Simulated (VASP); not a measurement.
Wanted: the native input for a VASP 6.6.1 run.

```yaml
Task: band structure
Functional: PBE
Potentials_or_basis: VASP PAW PBE potentials, release 64 (As, Al)
Cutoff: 520 eV
k_mesh: 8 × 8 × 8
Occupations: gaussian, width 0.02 eV
Spin: non-collinear spin, zero start, spin-orbit coupling
Starting_moments: "[[0.0, 0.0, 0.0], [0.0, 0.0, 0.0]] μB"
Further_INCAR_settings: ALGO = Fast; EDIFF = 1e-06; NBANDS = 20
```

AlAs:

```
CELL_PARAMETERS angstrom
0.00000 2.83040 2.83040
2.83040 0.00000 2.83040
2.83040 2.83040 0.00000
ATOMIC_POSITIONS crystal
As 0.75000 0.75000 0.75000
Al 0.00000 0.00000 0.00000
```

One way to write it, as run:

POSCAR

```
AlAs
1.0
    0.0000000000      2.8304000000      2.8304000000
    2.8304000000      0.0000000000      2.8304000000
    2.8304000000      2.8304000000      0.0000000000
As Al
1 1
Direct
    0.7500000000      0.7500000000      0.7500000000
    0.0000000000      0.0000000000      0.0000000000
```

INCAR.step1

```
SYSTEM = AlAs
PREC     = Accurate       ! precision mode
ENCUT    = 520            ! plane-wave cutoff, eV
EDIFF    = 1E-6           ! SCF threshold, eV
ISMEAR   = 0              ! smearing method
SIGMA    = 0.02           ! smearing width, eV
LREAL    = .FALSE.        ! projectors in reciprocal space
LASPH    = .TRUE.         ! aspherical terms in the spheres
NELM     = 100            ! most SCF steps
ALGO     = Fast           ! electronic algorithm
ISIF     = 2              ! what is computed and relaxed
LWAVE    = .FALSE.        ! write WAVECAR
LCHARG   = .TRUE.         ! write CHGCAR
MAGMOM   = 0 0 0 0 0 0    ! initial moments
LORBIT   = 11             ! projections on sites
LSORBIT  = .TRUE.         ! spin-orbit coupling
GGA_COMPAT= .FALSE.      
GGA      = PE             ! functional
NBANDS   = 20             ! bands
```

KPOINTS.step1

```
regular mesh
0
G
  8 8 8
  0 0 0
```

INCAR.step2

```
SYSTEM = AlAs
PREC     = Accurate       ! precision mode
ENCUT    = 520            ! plane-wave cutoff, eV
EDIFF    = 1E-6           ! SCF threshold, eV
ISMEAR   = 0              ! smearing method
SIGMA    = 0.05           ! smearing width, eV
LREAL    = .FALSE.        ! projectors in reciprocal space
LASPH    = .TRUE.         ! aspherical terms in the spheres
NELM     = 100            ! most SCF steps
ALGO     = Fast           ! electronic algorithm
ISIF     = 2              ! what is computed and relaxed
LWAVE    = .FALSE.        ! write WAVECAR
LCHARG   = .FALSE.        ! write CHGCAR
MAGMOM   = 0 0 0 0 0 0    ! initial moments
LORBIT   = 11             ! projections on sites
LSORBIT  = .TRUE.         ! spin-orbit coupling
GGA_COMPAT= .FALSE.      
GGA      = PE             ! functional
NBANDS   = 20             ! bands
ICHARG   = 11             ! starting density
```

KPOINTS.step2

```
path GXWKGLUWLK,UX
10
line-mode
reciprocal
 0.0000000000  0.0000000000  0.0000000000  G
 0.5000000000  0.0000000000  0.5000000000  X

 0.5000000000  0.0000000000  0.5000000000  X
 0.5000000000  0.2500000000  0.7500000000  W

 0.5000000000  0.2500000000  0.7500000000  W
 0.3750000000  0.3750000000  0.7500000000  K

 0.3750000000  0.3750000000  0.7500000000  K
 0.0000000000  0.0000000000  0.0000000000  G

 0.0000000000  0.0000000000  0.0000000000  G
 0.5000000000  0.5000000000  0.5000000000  L

 0.5000000000  0.5000000000  0.5000000000  L
 0.6250000000  0.2500000000  0.6250000000  U

 0.6250000000  0.2500000000  0.6250000000  U
 0.5000000000  0.2500000000  0.7500000000  W

 0.5000000000  0.2500000000  0.7500000000  W
 0.5000000000  0.5000000000  0.5000000000  L

 0.5000000000  0.5000000000  0.5000000000  L
 0.3750000000  0.3750000000  0.7500000000  K

 0.6250000000  0.2500000000  0.6250000000  U
 0.5000000000  0.0000000000  0.5000000000  X
```

Potentials or basis: VASP PAW PBE potentials, release 64 (As, Al).

The run is started by

```console
$ cat potpaw_PBE.64/As/POTCAR potpaw_PBE.64/Al/POTCAR > POTCAR
$ cp INCAR.step1 INCAR
$ cp KPOINTS.step1 KPOINTS
$ mpirun -np 1 vasp_ncl > vasp.out
$ cp INCAR.step2 INCAR
$ cp KPOINTS.step2 KPOINTS
$ mpirun -np 1 vasp_ncl > vasp.out
```

It gave:

The net moment is 0.00 μB per cell.

Caveat: the log is that of the step along the path at fixed density, whose energy, stress, charges and moments have no meaning.

Wall time 2.2 min on 1 thread of Intel(R) Xeon(R) Platinum 8488C (Sapphire Rapids), with other jobs on the host, peak memory 0.34 GiB.
